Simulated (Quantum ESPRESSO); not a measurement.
This Quantum ESPRESSO 7.5 run on CoO needs a look.

pw.in

```
&CONTROL
  calculation = 'scf'
  prefix = 'pwscf'
  outdir = './tmp'
  pseudo_dir = './pseudo'
  tprnfor = .true.
  tstress = .true.
  disk_io = 'nowf'
/
&SYSTEM
  ibrav = 0
  nat = 2
  ntyp = 2
  ecutwfc = 56
  ecutrho = 448
  nbnd = 21
  occupations = 'smearing'
  smearing = 'fd'
  degauss = 0.00367493
  nspin = 2
  starting_magnetization(1) = 0.1176
  starting_magnetization(2) = 0
/
&ELECTRONS
  conv_thr = 4d-10
  electron_maxstep = 60
  mixing_beta = 0.3
/
ATOMIC_SPECIES
Co    58.9332 co_pbesol_v1.2.uspp.F.UPF
O     15.9990 o_pbesol_v1.2.uspp.F.UPF
CELL_PARAMETERS angstrom
   1.5381310480    0.9250420569    2.5664708903
  -1.5381310480    0.9250420569    2.5664708903
   0.0000000000   -1.8500841138    2.5664708903
ATOMIC_POSITIONS angstrom
Co     0.9989783200    0.9989783200    0.9989783200
O      0.7510210300    0.7510210300    0.7510210300
K_POINTS automatic
6 6 6 0 0 0
```

Potentials or basis: GBRV 1.5 PBEsol.

Run with:

```console
$ OMP_NUM_THREADS=1 mpirun -n 2 pw.x -nk 2 -in pw.in > pw.out
```

pw.out:

```text
This program is part of the open-source Quantum ESPRESSO suite
     for quantum simulation of materials; please cite
         "P. Giannozzi et al., J. Phys.:Condens. Matter 21 395502 (2009);
         "P. Giannozzi et al., J. Phys.:Condens. Matter 29 465901 (2017);
         "P. Giannozzi et al., J. Chem. Phys. 152 154105 (2020);
     in publications or presentations arising from this work. More details at

     K-points division:     npool     =       2
     Subspace diagonalization in iterative solution of the eigenvalue problem:
     a serial algorithm will be used

     G-vector sticks info
     --------------------
     sticks:   dense  smooth     PW     G-vecs:    dense   smooth      PW
     Sum        1061     533    169                23643     8381    1529

     Using Slab Decomposition

     bravais-lattice index     =            0
     lattice parameter (alat)  =       5.9183  a.u.
     unit-cell volume          =     147.8560 (a.u.)^3
[... 226 lines left out ...]

     End of self-consistent calculation

     Number of k-points >= 100: set verbosity='high' to print the bands.

     the Fermi energy is    13.7775 ev

!    total energy              =    -273.14064910 Ry
     estimated scf accuracy    <          3.4E-11 Ry
     smearing contrib. (-TS)   =      -0.00056494 Ry
     internal energy E=F+TS    =    -273.14008416 Ry

     The total energy is F=E-TS. E is the sum of the following terms:
     one-electron contribution =    -389.59461142 Ry
     hartree contribution      =     197.79941532 Ry
     xc contribution           =     -45.71983497 Ry
     ewald contribution        =     -35.62505309 Ry

     total magnetization       =     0.00 Bohr mag/cell
     absolute magnetization    =     0.00 Bohr mag/cell

     convergence has been achieved in  14 iterations

     Forces acting on atoms (cartesian axes, Ry/au):

     atom    1 type  1   force =   116.65211160  116.68554202  116.68539844
     atom    2 type  2   force =  -116.65211160 -116.68554202 -116.68539844

     Total force =   285.792628     Total SCF correction =     0.000035

     Computing stress (Cartesian axis) and pressure

          total   stress  (Ry/bohr**3)                   (kbar)     P=    54080.41
   0.36769410   0.36972679   0.36972515        54089.67    54388.69    54388.45
   0.36972679   0.36743582   0.36967898        54388.69    54051.67    54381.66
   0.36972515   0.36967898   0.36776351        54388.45    54381.66    54099.88

=------------------------------------------------------------------------------=
   JOB DONE.
=------------------------------------------------------------------------------=
```

Task: What happened, and what is wrong with the input?

Result: The calculation finished and met its thresholds. The input holds a flaw that was put in on purpose: fractional positions marked angstrom. The program doesn't stop on it, so the numbers can't be trusted though the run ends normally.
